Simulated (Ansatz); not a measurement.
PbSe (zincblende), relaxed with r2SCAN, was run in Ansatz 0.2.0 under altered settings. All numbers are computed, without spin polarisation but where a row says otherwise.

```
Pb Se
1.0
     0.00000    3.42320    3.42320
     3.42320    0.00000    3.42320
     3.42320    3.42320    0.00000
Pb Se
1 1
Direct
  0.00000 0.00000 0.00000
  0.25000 0.25000 0.25000
```

The base run's other keys:
```yaml
kpoints:
  mp_grid: { grid: [4, 4, 4] }
hamiltonian:
  xc: hse06
scf:
  occupations: { method: fixed }
  n_extra_bands: 4
```

It takes 16 iterations with 1471 plane waves at 420 eV and 8 k points, and leaves a mean stress of +0.10 GPa. The gap over this mesh is 1.063 eV. It ran on 4 threads of Arm Neoverse V1 (shared host).

Outcomes, with energy and stress as changes against the base:
```
                                  setting    outcome  ΔF (meV/atom)  Δ mean stress (GPa)  gap on the mesh (eV)  iterations  wall time
 PBE hybrid, exx coeff 0.1, omega 0.5 1/Å  converged              –                 +0.4                 0.682          12       12 s
 PBE hybrid, exx coeff 0.3, omega 0.1 1/Å  converged              –                 -0.1                 1.483          16       14 s
PBE hybrid, exx coeff 0.75, omega 0.1 1/Å  converged              –                 -0.9                 3.017          20       15 s
 PBE hybrid, exx coeff 1.0, omega 0.1 1/Å  converged              –                 -1.2                 3.957          20       17 s
  hamiltonian.pseudopotentials: ultrasoft    refused              –                    –                     –           –     0.01 s
                       basis.ecutwfc: 500  converged           -0.5                  0.0                 1.063          16       17 s
```
A dash marks a value that wasn't obtained or can't be compared. Stress is positive in compression. The base took 12 s.

- PBE hybrid, exx coeff 0.1, omega 0.5 1/Å. That is 10 % exact exchange, screened with ω = 0.5 1/Å, against HSE06's 25 % screened at 0.208 1/Å. The mean stress moves by +0.4 GPa and the gap on the mesh by -0.381 eV (to 0.682). Totals of different functionals aren't comparable.
- PBE hybrid, exx coeff 0.3, omega 0.1 1/Å. That is 30 % exact exchange, screened with ω = 0.1 1/Å, against HSE06's 25 % screened at 0.208 1/Å. The mean stress moves by -0.1 GPa and the gap on the mesh by +0.420 eV (to 1.483). Totals of different functionals aren't comparable. The program warns that on this mesh the truncation of the exchange isn't bounded, so part of the change can be an error of the mesh.
- PBE hybrid, exx coeff 0.75, omega 0.1 1/Å. That is 75 % exact exchange, screened with ω = 0.1 1/Å, against HSE06's 25 % screened at 0.208 1/Å. The mean stress moves by -0.9 GPa and the gap on the mesh by +1.954 eV (to 3.017). Totals of different functionals aren't comparable. The program warns that on this mesh the truncation of the exchange isn't bounded, so part of the change can be an error of the mesh.
- PBE hybrid, exx coeff 1.0, omega 0.1 1/Å. That is 100 % exact exchange, screened with ω = 0.1 1/Å, against HSE06's 25 % screened at 0.208 1/Å. The mean stress moves by -1.2 GPa and the gap on the mesh by +2.894 eV (to 3.957). Totals of different functionals aren't comparable. The program warns that on this mesh the truncation of the exchange isn't bounded, so part of the change can be an error of the mesh.
- hamiltonian.pseudopotentials: ultrasoft. It is rejected at once. Error: YAML parse error: line 13 column 29: unknown variant `uspp`, expected one of nc, nc_fr, paw, paw_fr, all_electron

Within 1 meV an atom, 0.1 GPa and 0.005 eV of the base stay: basis.ecutwfc: 500.

Spin-orbit coupling is left out; in compounds of Pb, Bi, Tl or Hg it can lower a gap by up to about 1 eV, split its edges or invert the bands.

The program warns that its thresholds are loose for a hybrid's stress.

The meshes of the hybrids are coarse, so their gaps aren't converged to the digits shown.
